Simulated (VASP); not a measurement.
# MgS (P6_3mc) in VASP: convergence with k mesh

Aim: find how far k mesh must go before the results for MgS settle, at PBE. This setting moves, with any that are tied to it; all else stays.

All numbers are computed with VASP 6.6.1; they aren't measurements. Logs are shortened: lines on timing, memory, paths and dates and some standing lists are left out, and cuts for length are marked.

## (1) The structure

The structure is hexagonal, space group P6_3mc (No. 186). The conventional cell has a = 4.035 Å, b = 4.035 Å, c = 6.432 Å, α = 90.00°, β = 90.00°, γ = 120.00°. S (site symmetry 3m) has 4 Mg at 2.45 to 2.47 Å as nearest neighbours. Mg (site symmetry 3m) is surrounded by 4 S at 2.45 to 2.47 Å.

The cell comes from a database or a generator and needn't be the stable form of this composition.

## (2) With k mesh 2 × 2 × 1

The input, INCAR:

```
SYSTEM = MgS
PREC = Accurate
ENCUT = 520
EDIFF = 1E-7
ISMEAR = 0
SIGMA = 0.02
LREAL = .FALSE.
LASPH = .TRUE.
NELM = 80
ALGO = Normal
ISIF = 2
LWAVE = .FALSE.
LCHARG = .FALSE.
GGA = PE
```

The input, KPOINTS:

```
regular mesh
0
G
  2 2 1
  0 0 0
```

The input, POSCAR:

```
MgS
1.0
    4.0346224068      0.0000000000      0.0000000000
   -2.0173112034      3.4940854990      0.0000000000
    0.0000000000      0.0000000000      6.4322941800
S Mg
2 2
Direct
    0.6666666667      0.3333333333      0.8792441500
    0.3333333333      0.6666666667      0.3792441500
    0.3333333333      0.6666666667      0.9957548500
    0.6666666667      0.3333333333      0.4957548500
```

Potentials or basis: VASP PAW PBE potentials, release 64 (S, Mg).

Launch:

```bash
$ cat potpaw_PBE.64/S/POTCAR potpaw_PBE.64/Mg/POTCAR > POTCAR
$ mpirun -np 1 vasp_std > vasp.out
```

Wall time 3.9 s (1 thread of Intel Xeon 6975P-C (Granite Rapids), shared host); peak memory 0.18 GiB.

Results:

- Free energy: -16.4318 eV
- Pressure: 1.8 GPa
- Largest force: 0.004 eV/Å
- Band gap on the k mesh: 3.40 eV, direct

## (3) With k mesh 3 × 3 × 2

INCAR is that of step 2.

The input, KPOINTS:

```
regular mesh
0
G
  3 3 2
  0 0 0
```

POSCAR is that of step 2.

Potentials or basis: VASP PAW PBE potentials, release 64 (S, Mg).

Launch:

```bash
$ cat potpaw_PBE.64/S/POTCAR potpaw_PBE.64/Mg/POTCAR > POTCAR
$ mpirun -np 1 vasp_std > vasp.out
```

It took 5.5 s on 1 thread of Intel Xeon 6975P-C (Granite Rapids), shared host; peak memory 0.18 GiB.

What came out:

* Free energy: -16.8915 eV
* Pressure: 1.1 GPa
* Largest force: 0.039 eV/Å
* Band gap on the k mesh: 3.43 eV, direct

## (4) With k mesh 4 × 4 × 3

INCAR is that of step 3.

The input, KPOINTS:

```
regular mesh
0
G
  4 4 3
  0 0 0
```

POSCAR is that of step 3.

Launch:

```bash
$ cat potpaw_PBE.64/S/POTCAR potpaw_PBE.64/Mg/POTCAR > POTCAR
$ mpirun -np 1 vasp_std > vasp.out
```

Wall time 6.1 s (1 thread of Intel Xeon 6975P-C (Granite Rapids), shared host); peak memory 0.19 GiB.

What came out:

* Free energy: -16.9625 eV
* Pressure: 1.0 GPa
* Largest force: 0.046 eV/Å
* Band gap on the k mesh: 3.43 eV, direct

## (5) With k mesh 6 × 6 × 3

INCAR is that of step 4.

The input, KPOINTS:

```
regular mesh
0
G
  6 6 3
  0 0 0
```

POSCAR is that of step 4.

Launch:

```bash
$ cat potpaw_PBE.64/S/POTCAR potpaw_PBE.64/Mg/POTCAR > POTCAR
$ mpirun -np 1 vasp_std > vasp.out
```

Wall time 8.1 s (1 thread of Intel Xeon 6975P-C (Granite Rapids), shared host); peak memory 0.19 GiB.

Results:

```yaml
Free_energy: -16.9748 eV
Pressure: 0.9 GPa
Largest_force: 0.049 eV/Å
Band_gap_on_the_k_mesh: 3.43 eV, direct
```

## (6) With k mesh 7 × 7 × 4

INCAR is that of step 5.

The input, KPOINTS:

```
regular mesh
0
G
  7 7 4
  0 0 0
```

POSCAR is that of step 5.

Potentials or basis: VASP PAW PBE potentials, release 64 (S, Mg).

Launch:

```bash
$ cat potpaw_PBE.64/S/POTCAR potpaw_PBE.64/Mg/POTCAR > POTCAR
$ mpirun -np 1 vasp_std > vasp.out
```

It took 12 s on 1 thread of Intel Xeon 6975P-C (Granite Rapids), shared host; peak memory 0.2 GiB.

Results:

| Property | Result |
| --- | --- |
| Free energy | -16.9756 eV |
| Pressure | 0.9 GPa |
| Largest force | 0.048 eV/Å |
| Band gap on the k mesh | 3.43 eV, direct |

## (7) With k mesh 9 × 9 × 5

INCAR is that of step 6.

The input, KPOINTS:

```
regular mesh
0
G
  9 9 5
  0 0 0
```

POSCAR is that of step 6.

Launch:

```bash
$ cat potpaw_PBE.64/S/POTCAR potpaw_PBE.64/Mg/POTCAR > POTCAR
$ mpirun -np 1 vasp_std > vasp.out
```

Run time: 16 s. Hardware: 1 thread of Intel Xeon 6975P-C (Granite Rapids), shared host; peak memory 0.21 GiB.

Results:

| Property | Result |
| --- | --- |
| Free energy | -16.9757 eV |
| Pressure | 0.9 GPa |
| Largest force | 0.048 eV/Å |
| Band gap on the k mesh | 3.43 eV, direct |

## (8) With k mesh 10 × 10 × 6

INCAR is that of step 7.

The input, KPOINTS:

```
regular mesh
0
G
  10 10 6
  0 0 0
```

POSCAR is that of step 7.

Launch:

```bash
$ cat potpaw_PBE.64/S/POTCAR potpaw_PBE.64/Mg/POTCAR > POTCAR
$ mpirun -np 1 vasp_std > vasp.out
```

It took 24 s on 1 thread of Intel Xeon 6975P-C (Granite Rapids), shared host; peak memory 0.23 GiB.

Results:

* Free energy: -16.9757 eV
* Pressure: 0.9 GPa
* Largest force: 0.048 eV/Å
* Band gap on the k mesh: 3.43 eV, direct

## (9) With k mesh 12 × 12 × 7

INCAR is that of step 8.

The input, KPOINTS:

```
regular mesh
0
G
  12 12 7
  0 0 0
```

POSCAR is that of step 8.

Potentials or basis: VASP PAW PBE potentials, release 64 (S, Mg).

Launch:

```bash
$ cat potpaw_PBE.64/S/POTCAR potpaw_PBE.64/Mg/POTCAR > POTCAR
$ mpirun -np 1 vasp_std > vasp.out
```

OUTCAR:

```text
SYSTEM = MgS
   PREC = Accurate
   ENCUT = 520
   EDIFF = 1E-7
   ISMEAR = 0
   LREAL = .FALSE.
   LASPH = .TRUE.
   NELM = 80
   ISIF = 2
   GGA = PE

 ion  position               nearest neighbor table
   1  0.667  0.333  0.879-   3 2.45   3 2.45   3 2.45   4 2.47
   2  0.333  0.667  0.379-   4 2.45   4 2.45   4 2.45   3 2.47
   3  0.333  0.667  0.996-   1 2.45   1 2.45   1 2.45   2 2.47
   4  0.667  0.333  0.496-   2 2.45   2 2.45   2 2.45   1 2.47

  LATTYP: Found a hexagonal cell.
 ALAT       =     4.0346224068
 C/A-ratio  =     1.5942741430

  Lattice vectors:

 A1 = (   4.0346224068,   0.0000000000,   0.0000000000)
 A2 = (  -2.0173112034,   3.4940854990,   0.0000000000)
 A3 = (   0.0000000000,   0.0000000000,   6.4322941800)

Analysis of symmetry for initial positions (statically):
=====================================================================
 Subroutine PRICEL returns:
 Original cell was already a primitive cell.

 Routine SETGRP: Setting up the symmetry group for a
 hexagonal supercell.

 Subroutine GETGRP returns: Found 12 space group operations
 (whereof  6 operations were pure point group operations)
 out of a pool of 24 trial point group operations.

The static configuration has the point symmetry C_3v.
 The point group associated with its full space group is C_6v.

Analysis of symmetry for dynamics (positions and initial velocities):
=====================================================================
 Subroutine PRICEL returns:
 Original cell was already a primitive cell.

 Routine SETGRP: Setting up the symmetry group for a
 hexagonal supercell.

 Subroutine GETGRP returns: Found 12 space group operations
 (whereof  6 operations were pure point group operations)
 out of a pool of 24 trial point group operations.

The dynamic configuration has the point symmetry C_3v.
 The point group associated with its full space group is C_6v.

 Subroutine INISYM returns: Found 12 space group operations
 (whereof  6 operations are pure point group operations),
 and found     1 'primitive' translations

----------------------------------------------------------------------------------------

                                     Primitive cell

  volume of cell :      90.6781

  direct lattice vectors                    reciprocal lattice vectors
     4.034622407  0.000000000  0.000000000     0.247854669  0.143098960  0.000000000
    -2.017311203  3.494085499  0.000000000     0.000000000  0.286197919  0.000000000
     0.000000000  0.000000000  6.432294180     0.000000000  0.000000000  0.155465526

  length of vectors
     4.034622407  4.034622407  6.432294180     0.286197919  0.286197919  0.155465526
[... 93 lines left out ...]
   POTIM  = 0.5000    time-step for ionic-motion
   TEBEG  =    0.0;   TEEND  =   0.0 temperature during run
   PSTRESS=    0.0 pullay stress
   NELECT =      16.0000    total number of electrons
   NUPDOWN=      -1.0000    fix difference up-down
   EMIN   =  10.00;   EMAX   =-10.00  energy-range for DOS
   EFERMI =   0.00;   METHOD = LEGACY
   ISMEAR =     0;   SIGMA  =   0.02  broadening in eV -4-tet -1-fermi 0-gaus
   EFERMI_NEDOS =   21; number of points for ismear=-14 and -15
   IALGO  =     38    algorithm
   IMIX   =      4    mixing-type and parameters
     AMIX     =   0.40;   BMIX     =  1.00
     AMIX_MAG =   1.60;   BMIX_MAG =  1.00
  volume/ion in A,a.u.               =      22.67       152.98
  Fermi-wavevector in a.u.,A,eV,Ry     =   0.918221  1.735187 11.471486  0.843130
  Thomas-Fermi vector in A             =   2.043279
   LORBIT       =      0    0 simple, 1 ext, 2 COOP (PROOUT), +10 PAW based schemes
   GGA     = PE    functional components
   LHFCALC =     F    Hartree Fock is set to
   AEXX    =    0.0000 exact exchange contribution
   IVDW    =     0    specifies the selected vdW correction
   LEPSILON=     F    determine dielectric tensor
   LRPA    =     F    only Hartree local field effects (RPA)
 non-spin polarized calculation
 Gauss-broadening in eV      SIGMA  =   0.02
  energy-cutoff  :      520.00
  volume of cell :       90.68
 maximum number of plane-waves:      2472
 NGX is ok and might be reduce to    30
   NGX = 15   NGY = 15   NGZ = 23

 number of electron      16.0000004 magnetization

 Free energy of the ion-electron system (eV)
  ---------------------------------------------------
  ext. energy  EPLUGINS =         0.00000000
  ---------------------------------------------------
  free energy    TOTEN  =       -16.97569024 eV

  energy without entropy =      -16.97569024  energy(sigma->0) =      -16.97569024

 E-fermi :   1.2919     XC(G=0):  -8.3830

 val. band max:        1.1980352613   @ k =   0.0000   0.0000   0.0000
 cond. band min:       4.6321966995   @ k =   0.0000   0.0000   0.0000
 fundamental gap:      3.4341614382
 Fermi energy:         1.2919414115

 k-point     1 :       0.0000    0.0000    0.0000
  band No.  band energies     occupation
      1     -10.2129      2.00000
      2      -9.4839      2.00000
      3      -2.0197      2.00000
      4       0.6173      2.00000
      5       0.6173      2.00000
      6       1.0359      2.00000
      7       1.0359      2.00000
      8       1.1980      2.00000
      9       4.6322      0.00000
     10       5.8699      0.00000
     11       8.6728      0.00000
     12       8.6728      0.00000
[... 331 lines left out ...]
 k-point    24 :       0.3333    0.0000    0.1429
  band No.  band energies     occupation
      1      -9.7441      2.00000
      2      -9.3391      2.00000
      3      -1.5334      2.00000
      4      -1.0459      2.00000
      5      -0.7347      2.00000
      6       0.1190      2.00000
      7       0.7194      2.00000
      8       0.7650      2.00000
      9       6.1209      0.00000
     10       6.4888      0.00000
     11       7.6412      0.00000
     12       8.4329      0.00000

 [... further k-points ...]

------------------------ aborting loop because EDIFF is reached ----------------------------------------

  FORCE on cell =-STRESS in cart. coord.  units (eV):
  Direction    XX          YY          ZZ          XY          YZ          ZX
  --------------------------------------------------------------------------------------
  -------------------------------------------------------------------------------------
  Total        0.5669089      0.5669089      0.4258060      0.0000000      0.0000000     -0.0000000
  in kB       10.0166271     10.0166271      7.5235017      0.0000000      0.0000000     -0.0000000
  external PRESSURE =       9.1855853 kB  Pullay stress =       0.0000000 kB

 VOLUME and BASIS-vectors are now :
 -----------------------------------------------------------------------------
  energy-cutoff  :      520.00
  volume of cell :       90.68
      direct lattice vectors                 reciprocal lattice vectors
     4.034622407  0.000000000  0.000000000     0.247854669  0.143098960  0.000000000
    -2.017311203  3.494085499  0.000000000     0.000000000  0.286197919  0.000000000
     0.000000000  0.000000000  6.432294180     0.000000000  0.000000000  0.155465526

 POSITION                                       TOTAL-FORCE (eV/Angst)
 -----------------------------------------------------------------------------------
      2.01731      1.16470      5.65556         0.000000     -0.000000     -0.048447
     -0.00000      2.32939      2.43941        -0.000000      0.000000     -0.048447
     -0.00000      2.32939      6.40499        -0.000000      0.000000      0.048447
      2.01731      1.16470      3.18884         0.000000     -0.000000      0.048447
 -----------------------------------------------------------------------------------
    total drift:                                0.000000     -0.000000      0.000192

  FREE ENERGIE OF THE ION-ELECTRON SYSTEM (eV)
  ---------------------------------------------------
  free  energy   TOTEN  =       -16.9756902359 eV

  energy  without entropy=      -16.9756902359  energy(sigma->0) =      -16.97569024
```

stdout:

```text
POSCAR found type information on POSCAR S Mg
 POSCAR found :  2 types and       4 ions
 scaLAPACK will be used
 LDA part: xc-table for (Slater+PW92), standard interpolation
 POSCAR, INCAR and KPOINTS ok, starting setup
 FFT: planning ... GRIDC
 FFT: planning ... GRID_SOFT
 FFT: planning ... GRID
 WAVECAR not read
 entering main loop
```

It took 31 s on 1 thread of Intel Xeon 6975P-C (Granite Rapids), shared host; peak memory 0.24 GiB.

Results:

```
Free energy            : -16.9757 eV
Pressure               : 0.9 GPa
Largest force          : 0.048 eV/Å
Band gap on the k mesh : 3.43 eV, direct
```

## (10) The series at a glance

| k mesh | energy less the tightest run, at zero smearing (meV/atom) | pressure (GPa) | largest force (eV/Å) | gap on the mesh (eV) | SCF cycles | CPU time (s) | peak memory (GiB) |
| --- | --- | --- | --- | --- | --- | --- | --- |
| 2 × 2 × 1 | 135.98 | 1.76 | 0.004 | 3.401 | 14 | 3.5 | 0.18 |
| 3 × 3 × 2 | 21.04 | 1.13 | 0.039 | 3.426 | 14 | 5.1 | 0.18 |
| 4 × 4 × 3 | 3.30 | 0.96 | 0.046 | 3.432 | 14 | 5.7 | 0.19 |
| 6 × 6 × 3 | 0.23 | 0.92 | 0.049 | 3.434 | 14 | 7.7 | 0.19 |
| 7 × 7 × 4 | 0.02 | 0.92 | 0.048 | 3.434 | 14 | 11 | 0.2 |
| 9 × 9 × 5 | 0.00 | 0.92 | 0.048 | 3.434 | 14 | 16 | 0.21 |
| 10 × 10 × 6 | 0.00 | 0.92 | 0.048 | 3.434 | 14 | 24 | 0.23 |
| 12 × 12 × 7 | 0.00 | 0.92 | 0.048 | 3.434 | 14 | 31 | 0.24 |

Against the tightest run, the energy stays within 1 meV/atom from 6 × 6 × 3 on; the pressure stays within 0.1 GPa from 4 × 4 × 3 on; the largest force stays within 0.005 eV/Å from 4 × 4 × 3 on; the gap on the mesh stays within 0.01 eV from 3 × 3 × 2 on. Meshes of other sizes hit other points, so gaps and Fermi surfaces needn't settle smoothly. The tightest run that finished is the yardstick and may itself not be fully converged.

Caveats: an odd mesh through Γ misses points on the zone boundary, where band edges often lie.
